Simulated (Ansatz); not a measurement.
## SnO₂ (fluorite): zone-centre phonons and dielectric response

Perturbation theory with PBEsol in Ansatz 0.2.0 on the PBEsol cell, ground state and force constants on an 8×8×8 mesh. Note: simulated data, non-magnetic, for a generated structure that need not be the stable one.

It is cubic, Fm-3m (No. 225); conventional cell a = 5.084 Å, 10.95 Å³ an atom. Sn has 8 O at 2.20 Å; O has 4 Sn at 2.20 Å.

```xyz
3
Lattice="0.0000 2.5422 2.5422 2.5422 0.0000 2.5422 2.5422 2.5422 0.0000" Properties=species:S:1:pos:R:3 pbc="T T T"
Sn    0.0000    0.0000    0.0000
O     1.2711    1.2711    1.2711
O     3.8132    3.8132    3.8132
```

Optical modes without the longitudinal term:
```csv
ω (cm⁻¹),degeneracy,"IR intensity, summed over the level ((D/Å)²/amu)"
308,3,57.13
517,3,0.00
```

The zone-centre optical frequencies run from 308 to 517 cm⁻¹, none imaginary (the rest of the zone wasn't tested). With the long-range field the highest mode reaches 553 cm⁻¹. By the program's warning the force constants, and with them frequencies and ε⁰, aren't converged on this mesh. Of the real levels 1 is infrared active, the strongest at 308 cm⁻¹.

ε∞: 5.84 in all directions. With the ions relaxed, ε⁰ is 18.9 in all directions. Born charges, averaged over directions: Sn +4.56, O -2.28 e.

With one polar mode in a cubic crystal the Lyddane-Sachs-Teller relation applies: (ω_LO/ω_TO)² = (553.5/307.8)² = 3.233, and ε⁰/ε∞ = 18.891/5.842 = 3.233. The refractive index √ε∞ is 2.42.

For comparison, on the r2SCAN cell the mean ε∞ is 4.98 with r2SCAN (ground state on 8×8×8; least gap 0.84 eV), 5.60 with PBE (ground state on 8×8×8; least gap 0.29 eV).

Spin-orbit coupling is left out, which matters wherever the heavy atoms make up the band edges.
